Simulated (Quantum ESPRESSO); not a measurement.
# Te2Mo: single point with PBE+U

Crystal: Te2Mo.

```
CELL_PARAMETERS angstrom
2.07167 1.19608 6.26345
-2.07167 1.19608 6.26345
0.00000 -2.39216 6.26345
ATOMIC_POSITIONS crystal
Mo 0.00000 0.00000 0.00000
Te 0.25200 0.25200 0.25200
Te 0.74800 0.74800 0.74800
```

The cell was built by a generator and needn't be a form met in nature.

- Program: Quantum ESPRESSO 7.5
- Task: single point
- Functional: PBE
- Potentials or basis: JTH 2.0 PBE
- Cutoff: 490 eV
- Density cutoff: 2939 eV
- k mesh: 3 × 3 × 3
- Occupations: gaussian, width 0.05 eV
- Spin: collinear spin, ferromagnetic start
- Starting moments: [2.0, 0.0, 0.0] μB
- Hubbard terms: Mo d U = 6 eV
- Hubbard projectors: ortho-atomic
- Double: 4
- Magnetic state asked for: free
- Moments locked: none
- Start of the occupations: random4
- Formal shell electrons: 1 d2
- Mixing beta: 0.3
- Iterations with occupations held: 5
- SCF threshold: 7.5e-07 Ry
- Most SCF iterations: 100
- Mixing ndim: 12
- Diagonalization: cg
- Nosym: yes

```
Largest force                                         : 0.517 eV/Å
Band gap on the k mesh                                : none (metal or under the smearing width)
Net moment                                            : 2.86 μB per cell
Absolute moment                                       : 4.29 μB per cell
Site moments                                          : Mo +2.89; Te -0.24 μB
Valence electrons inside the program's atomic spheres : Mo 11.87; Te 3.49
```

Forces in eV/Å, atoms in the order of the input:
```
Mo  -0.005 -0.004  0.007
Te   0.002  0.003 -0.517
Te   0.003  0.001  0.510
```

Levels at points of the mesh, in eV from the Fermi level:
Spin up:
| k point | band 13 | band 14 | band 15 | band 16 | band 17 | band 18 |
| --- | --- | --- | --- | --- | --- | --- |
| (0.00, 0.00, 0.00) | 0.83 | 0.83 | 1.46 | 3.11 | 3.12 | 4.51 |
Spin down:
| k point | band 10 | band 11 | band 12 | band 13 | band 14 | band 15 |
| --- | --- | --- | --- | --- | --- | --- |
| (0.00, 0.00, 0.00) | 0.63 | 0.63 | 1.14 | 4.00 | 4.00 | 4.68 |

Eigenvalues of the final occupation matrices:
```
   site  spin  trace               eigenvalues
Mo 1 4d     1   4.28  0.68 0.68 0.97 0.98 0.98
Mo 1 4d     2   0.74  0.05 0.05 0.05 0.29 0.29
```

Wall time 4.9 min on 1 thread of AMD EPYC 9R45 96-Core Processor (Zen 5), on a shared host, peak memory 0.24 GiB.

Caveat: the k mesh is coarse (spacing up to 0.59 Å⁻¹), so the values aren't converged; the U is typed as a test and isn't derived for this compound. The state reached can hang on the start; a lower one may exist.
